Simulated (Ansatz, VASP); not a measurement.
Given: the input of a run of VASP 6.6.1 on AlN.

The input INCAR:

```
PREC = Accurate
ENCUT = 520
EDIFF = 1E-6
ISMEAR = 0
SIGMA = 0.028999999999999998
LREAL = False
LASPH = True
NELM = 80
ALGO = Normal
ISIF = 2
LWAVE = False
LCHARG = True
GGA = PE
LELF = True
LVHAR = True
NBANDS = 11
```

Contents of KPOINTS:

```
regular mesh
0
Gamma
  10 10 10
```

POSCAR

```
AlN
1.0
    0.0000000000      2.1839935596      2.1839935596
    2.1839935596      0.0000000000      2.1839935596
    2.1839935596      2.1839935596      0.0000000000
Al N
1 1
Direct
    0.0000000000      0.0000000000      0.0000000000
    0.2500000000      0.2500000000      0.2500000000
```

Potentials or basis: VASP PAW PBE potentials, release 64 (Al, N).

Command:

```bash
$ cat potpaw_PBE.64/Al/POTCAR potpaw_PBE.64/N/POTCAR > POTCAR
$ mpirun -np 1 vasp_std > vasp.out
```

**Question.** Translate it to Ansatz 0.2.0. Potentials there: Ansatz PAW.

**Answer.** As run (the cutoff follows the program's own potentials):

The input input.yaml:

```yaml
crystal:
  lattice:
    - [0.0, 2.1839935596, 2.1839935596]
    - [2.1839935596, 0.0, 2.1839935596]
    - [2.1839935596, 2.1839935596, 0.0]
  atoms:
    - { symbol: Al, position: [0.0, 0.0, 0.0] }
    - { symbol: "N", position: [0.25, 0.25, 0.25] }
hamiltonian:
  xc: pbe
  pseudopotentials: { kind: paw }
kpoints:
  mp_grid: { grid: [10, 10, 10] }
scf:
  occupations: { method: gaussian, width: 0.029 }
output:
  forces: true
  stress: true
  eigenvalues: true
```

Potentials or basis: Ansatz PAW.

Command:

```console
$ ansatz run input.yaml --threads 2 --pin off --max-ram 5632MiB --backend cpu --events-out ev --progress --plain --runs-dir out
```

Both were run:

|  | VASP | Ansatz | Ansatz less VASP |
| --- | --- | --- | --- |
| gap on the k mesh at the Fermi level (eV) | 3.32 | 3.33 | +0.008 |
| least direct gap on the mesh (eV) | 4.20 | 4.19 | -0.010 |
| pressure (GPa) | 4.6 | 4.9 | +0.28 |

Caveats: the pressure holds a Pulay correction of +0.5 GPa for the finite cutoff (Ansatz). A k mesh can miss the band edges.
